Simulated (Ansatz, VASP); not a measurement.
# LiF: VASP beside Ansatz

```
CELL_PARAMETERS angstrom
3.06094 0.00000 0.00000
-1.53047 2.65085 0.00000
0.00000 0.00000 4.80732
ATOMIC_POSITIONS crystal
Li 0.33333 0.66667 0.38115
Li 0.66667 0.33333 0.88115
F 0.33333 0.66667 0.04845
F 0.66667 0.33333 0.54845
```

Change from the starting cell: all F atoms moved +0.263 Å, as atom 3 along Cartesian [0 0 1].

Alike in both runs: task single point; functional PBEsol; k mesh 9 × 9 × 6; occupations gaussian, width 0.05 eV; no spin polarisation.

```csv
,VASP,Ansatz
version,VASP 6.6.1,Ansatz 0.2.0
potentials or method,"VASP PAW PBE potentials, release 64 (Li_sv, F)","scalar-relativistic, plane waves, PAW"
plane-wave cutoff (eV),520,420
valence electrons in the cell,20,20
```

```tsv
	VASP	Ansatz	Ansatz less VASP
gap on the k mesh at the Fermi level (eV)	7.69	7.71	+0.013
least direct gap on the mesh (eV)	7.69	7.71	+0.013
rms of the force components (eV/Å)	1.176	1.113	-0.0631
```

Atom by atom the forces differ by 0.063 eV/Å (rms over components).

Caveats: the PAW data sets were made with another functional, which shifts forces and pressure a little (VASP); an odd mesh through Γ misses points on the zone boundary, where band edges often lie.
